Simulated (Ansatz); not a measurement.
The system is HfO2.

```
Hf O
1.0
     3.55802    0.00000    0.00000
     0.00000    3.55802    0.00000
     0.00000    0.00000    5.17186
Hf O
2 4
Direct
  0.00000 0.00000 0.00000
  0.50000 0.50000 0.50000
  0.00000 0.50000 0.19721
  0.50000 0.00000 0.30279
  0.50000 0.00000 0.80279
  0.00000 0.50000 0.69721
```

Measurements of this composition are mostly on another form, of space group No. 14.

```yaml
Program: Ansatz 0.2.0
Task: single point
Functional: PBEsol
Potentials_or_basis: all-electron LAPW, scalar-relativistic
Cutoff: 442 eV (chosen from the basis error)
Basis_error_allowed: 0.001 eV/atom
k_mesh: 8 × 8 × 5
Occupations: fermi-dirac, width 0.05 eV
Spin: no spin polarisation
```

On this cell: pressure 1.9 GPa; largest force 0.090 eV/Å; band gap on the k mesh 4.65 eV, indirect (least direct gap 4.71 eV).

The same run follows on a disturbed copy (atoms moved at random, drawn with an rms of 0.05 Å):

```
Hf O
1.0
     3.55802    0.00000    0.00000
     0.00000    3.55802    0.00000
     0.00000    0.00000    5.17186
Hf O
2 4
Direct
  0.00208 0.01029 0.01088
  0.51311 0.50310 0.49438
  0.98779 0.50715 0.19614
  0.50208 0.99534 0.29651
  0.49375 0.00212 0.81003
  0.99675 0.49559 0.69163
```

What changes?

The energy moves by +19.5 meV/atom; pressure 3.3 GPa; largest force 1.554 eV/Å; band gap on the k mesh 4.45 eV, indirect (least direct gap 4.53 eV).

Forces in eV/Å, atoms in the order of the input:
```
Hf  -0.309 -0.110 -1.519
Hf  -0.537 -0.294  1.032
O    0.199 -0.193  0.402
O   -0.269  0.649  0.414
O    0.425 -0.101 -0.453
O    0.490  0.048  0.124
```

Stress tensor (GPa, compression positive):
```
 1.24 -0.17  0.44
-0.17  5.64 -0.26
 0.44 -0.26  3.14
```

Caveats: spin-orbit coupling is left out, which moves the levels of the heavy elements; an odd mesh through Γ misses points on the zone boundary, where band edges often lie.
